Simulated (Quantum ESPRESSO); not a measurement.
## V: single point with PBE

The system is V.

```
V
1.0
    -1.51699    1.52013    1.57756
     1.49873   -1.47807    1.51724
     1.50658    1.46766   -1.53549
V
1
Direct
  0.01027 0.00456 0.99881
```

The cell isn't the ideal one: cell strained at random at fixed volume.

```
Program             : Quantum ESPRESSO 7.5
Task                : single point
Functional          : PBE
Potentials or basis : SSSP 1.3 efficiency PBE
Cutoff              : 748 eV
Density cutoff      : 5987 eV
k mesh              : 12 × 12 × 12
Occupations         : fermi-dirac, width 0.05 eV
Spin                : collinear spin, ferromagnetic start
Starting moments    : [2.0] μB
```

```yaml
Pressure: -5.5 GPa
Band_gap_on_the_k_mesh: none (metal or under the smearing width)
Net_moment: 0.00 μB per cell
Absolute_moment: 0.00 μB per cell
Valence_electrons_inside_the_program's_atomic_spheres: V 11.25
```

Stress tensor (GPa, compression positive):
```
-4.71  0.03  0.33
 0.03 -4.29 -0.42
 0.33 -0.42 -7.44
```

Levels at points of the mesh, in eV from the Fermi level:
Spin up:
| k point | band 3 | band 4 | band 5 | band 6 | band 7 | band 8 | band 9 | band 10 | band 11 | band 12 |
| --- | --- | --- | --- | --- | --- | --- | --- | --- | --- | --- |
| (0.00, 0.00, 0.00) | -37.09 | -37.06 | -6.53 | 0.24 | 0.32 | 0.65 | 2.20 | 2.48 | 19.74 | 20.43 |
| (0.00, 0.00, -0.50) | -37.38 | -37.11 | -3.09 | -1.26 | 1.75 | 2.50 | 2.74 | 4.00 | 10.03 | 15.27 |
| (0.00, -0.50, 0.00) | -37.36 | -37.10 | -3.07 | -0.93 | 1.52 | 2.15 | 2.62 | 3.97 | 9.77 | 15.71 |
| (0.00, -0.50, -0.50) | -37.38 | -37.12 | -3.07 | -0.95 | 1.70 | 2.13 | 2.60 | 4.03 | 9.97 | 15.54 |
| (-0.50, 0.00, 0.00) | -37.32 | -37.07 | -3.08 | -1.05 | 1.23 | 2.31 | 2.79 | 3.86 | 9.47 | 16.01 |
| (-0.50, 0.00, -0.50) | -37.33 | -37.08 | -3.07 | -0.97 | 1.32 | 2.22 | 2.70 | 3.89 | 9.56 | 15.93 |
| (-0.50, -0.50, 0.00) | -37.36 | -37.11 | -3.09 | -1.28 | 1.64 | 2.53 | 2.78 | 3.96 | 9.91 | 15.46 |
| (-0.50, -0.50, -0.50) | -37.65 | -37.62 | -2.91 | -2.82 | 3.41 | 3.62 | 3.72 | 9.22 | 10.17 | 10.37 |
Spin down:
```tsv
k point	band 4	band 5	band 6	band 7	band 8	band 9	band 10	band 11
(0.00, 0.00, 0.00)	-37.06	-6.53	0.24	0.32	0.65	2.20	2.48	19.74
(0.00, 0.00, -0.50)	-37.11	-3.09	-1.26	1.75	2.50	2.74	4.00	10.03
(0.00, -0.50, 0.00)	-37.10	-3.07	-0.93	1.52	2.15	2.62	3.97	9.77
(0.00, -0.50, -0.50)	-37.12	-3.07	-0.95	1.70	2.13	2.60	4.03	9.97
(-0.50, 0.00, 0.00)	-37.07	-3.08	-1.05	1.23	2.31	2.79	3.86	9.47
(-0.50, 0.00, -0.50)	-37.08	-3.07	-0.97	1.32	2.22	2.70	3.89	9.56
(-0.50, -0.50, 0.00)	-37.11	-3.09	-1.28	1.64	2.53	2.78	3.96	9.91
(-0.50, -0.50, -0.50)	-37.62	-2.91	-2.82	3.41	3.62	3.72	9.22	10.17
```

Wall time 5.2 min on 1 thread of Arm Neoverse V2, with other jobs on the host, peak memory 0.34 GiB.
